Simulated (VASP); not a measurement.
Write the native input for VASP 6.6.1 that does the following.

- Task: band structure
- Functional: PBE
- Potentials or basis: VASP PAW PBE potentials, release 64 (In_d, Pd)
- Cutoff: 520 eV
- k mesh: 6 × 6 × 6
- Occupations: methfessel-paxton, width 0.1 eV
- Spin: no spin polarisation
- Further INCAR settings: LREAL = Auto; ALGO = Fast; EDIFF = 1e-07

Crystal: InPd.

```
In Pd
1.0
     0.00000    2.74607    2.74607
     2.74607    0.00000    2.74607
     2.74607    2.74607    0.00000
In Pd
1 1
Direct
  0.00000 0.00000 0.00000
  0.50000 0.50000 0.50000
```

The cell was built by a generator and needn't be a form met in nature.

One way to write it, as run:

POSCAR

```
InPd
1.0
    0.0000000000      2.7460700000      2.7460700000
    2.7460700000      0.0000000000      2.7460700000
    2.7460700000      2.7460700000      0.0000000000
In Pd
1 1
Direct
    0.0000000000      0.0000000000      0.0000000000
    0.5000000000      0.5000000000      0.5000000000
```

INCAR.step1

```
SYSTEM = InPd
ALGO     = Fast           ! electronic algorithm
EDIFF    = 1E-7           ! SCF threshold, eV
ENCUT    = 520            ! plane-wave cutoff, eV
GGA      = PE             ! functional
ISIF     = 2              ! what is computed and relaxed
ISMEAR   = 1              ! smearing method
LASPH    = .TRUE.         ! aspherical terms in the spheres
LCHARG   = .TRUE.         ! write CHGCAR
LMAXMIX  = 4              ! l up to which the mixer works
LREAL    = Auto         
LWAVE    = .FALSE.        ! write WAVECAR
NELM     = 100            ! most SCF steps
PREC     = Accurate       ! precision mode
SIGMA    = 0.1            ! smearing width, eV
```

KPOINTS.step1

```
k-points
0
G
  6 6 6
  0 0 0
```

INCAR.step2

```
SYSTEM = InPd
ALGO     = Fast           ! electronic algorithm
EDIFF    = 1E-7           ! SCF threshold, eV
ENCUT    = 520            ! plane-wave cutoff, eV
GGA      = PE             ! functional
ICHARG   = 11             ! starting density
ISIF     = 2              ! what is computed and relaxed
ISMEAR   = 0              ! smearing method
LASPH    = .TRUE.         ! aspherical terms in the spheres
LCHARG   = .FALSE.        ! write CHGCAR
LMAXMIX  = 4              ! l up to which the mixer works
LREAL    = Auto         
LWAVE    = .FALSE.        ! write WAVECAR
NELM     = 100            ! most SCF steps
PREC     = Accurate       ! precision mode
SIGMA    = 0.05           ! smearing width, eV
```

KPOINTS.step2

```
path GXWKGLUWLK,UX
10
line-mode
reciprocal
 0.0000000000  0.0000000000  0.0000000000  G
 0.5000000000  0.0000000000  0.5000000000  X

 0.5000000000  0.0000000000  0.5000000000  X
 0.5000000000  0.2500000000  0.7500000000  W

 0.5000000000  0.2500000000  0.7500000000  W
 0.3750000000  0.3750000000  0.7500000000  K

 0.3750000000  0.3750000000  0.7500000000  K
 0.0000000000  0.0000000000  0.0000000000  G

 0.0000000000  0.0000000000  0.0000000000  G
 0.5000000000  0.5000000000  0.5000000000  L

 0.5000000000  0.5000000000  0.5000000000  L
 0.6250000000  0.2500000000  0.6250000000  U

 0.6250000000  0.2500000000  0.6250000000  U
 0.5000000000  0.2500000000  0.7500000000  W

 0.5000000000  0.2500000000  0.7500000000  W
 0.5000000000  0.5000000000  0.5000000000  L

 0.5000000000  0.5000000000  0.5000000000  L
 0.3750000000  0.3750000000  0.7500000000  K

 0.6250000000  0.2500000000  0.6250000000  U
 0.5000000000  0.0000000000  0.5000000000  X
```

Potentials or basis: VASP PAW PBE potentials, release 64 (In_d, Pd).

Command:

```bash
$ cat potpaw_PBE.64/In_d/POTCAR potpaw_PBE.64/Pd/POTCAR > POTCAR
$ cp INCAR.step1 INCAR
$ cp KPOINTS.step1 KPOINTS
$ mpirun -np 1 vasp_std > vasp.out
$ cp INCAR.step2 INCAR
$ cp KPOINTS.step2 KPOINTS
$ mpirun -np 1 vasp_std > vasp.out
```

Results of the run:

- Band gap along the path: none (metal or under the smearing width)

Caveat: the log is that of the step along the path at fixed density, whose energy, stress, charges and moments have no meaning; spin-orbit coupling is left out, which moves the levels of the heavy elements.

Run time: 100 s on 1 thread of Intel(R) Xeon(R) 6975P-C (Granite Rapids), with other jobs on the host, peak memory 0.18 GiB.
